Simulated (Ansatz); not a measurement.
# How the vibrations of ScAl change with volume

These are results of DFT PBEsol, scalar-relativistic, plane waves, PAW in Ansatz, not measurements. Settings: 420 eV plane-wave cutoff, Γ-centred 12×12×12 mesh, Fermi-Dirac smearing of 0.15 eV. No spin polarisation. Phonons by linear response, acoustic sum rule imposed.

The cell, relaxed at this level:
```yaml
crystal:
  lattice:
    - [3.34789, 0.00000, 0.00000]
    - [0.00000, 3.34789, 0.00000]
    - [0.00000, 0.00000, 3.34789]
  atoms:
    - { symbol: Sc, position: [0.50000, 0.50000, 0.50000] }
    - { symbol: Al, position: [0.00000, 0.00000, 0.00000] }
```

In a metal, frequencies depend on the k mesh and the smearing, soft modes most.

Cells at 0.98 and 1.02 times the equilibrium volume were relaxed in shape and atoms; γ = −d ln ν / d ln V, modes matched by rank. Linear response on a 2×2×2 q mesh; q in fractions of the reciprocal vectors.

Question: Give the frequencies (cm⁻¹) at the three volumes and the mode Grüneisen parameters.

Answer:
| q | 0.98 V | V | 1.02 V | γ | degeneracy |
| --- | --- | --- | --- | --- | --- |
| 0.00 0.00 0.00 | 299 | 289 | 280 | 1.60 | 3 |
| 0.00 0.00 -0.50 | 191 | 186 | 180 | 1.51 | 2 |
| 0.00 0.00 -0.50 | 245 | 237 | 230 | 1.58 | 1 |
| 0.00 0.00 -0.50 | 248 | 240 | 233 | 1.57 | 1 |
| 0.00 0.00 -0.50 | 253 | 246 | 238 | 1.51 | 2 |
| 0.00 -0.50 -0.50 | 55 | 52 | 49 | 3.12 | 2 |
| 0.00 -0.50 -0.50 | 173 | 170 | 166 | 0.99 | 1 |
| 0.00 -0.50 -0.50 | 271 | 263 | 255 | 1.44 | 1 |
| 0.00 -0.50 -0.50 | 354 | 342 | 332 | 1.61 | 2 |
| -0.50 -0.50 -0.50 | 240 | 232 | 224 | 1.82 | 3 |
| -0.50 -0.50 -0.50 | 280 | 272 | 264 | 1.54 | 3 |

Question: What pressures hold the two strained cells, and what bulk modulus follows?

Answer: 1.69 GPa at 0.98 V and -1.52 GPa at 1.02 V, so B = −dP/d ln V ≈ 80 GPa.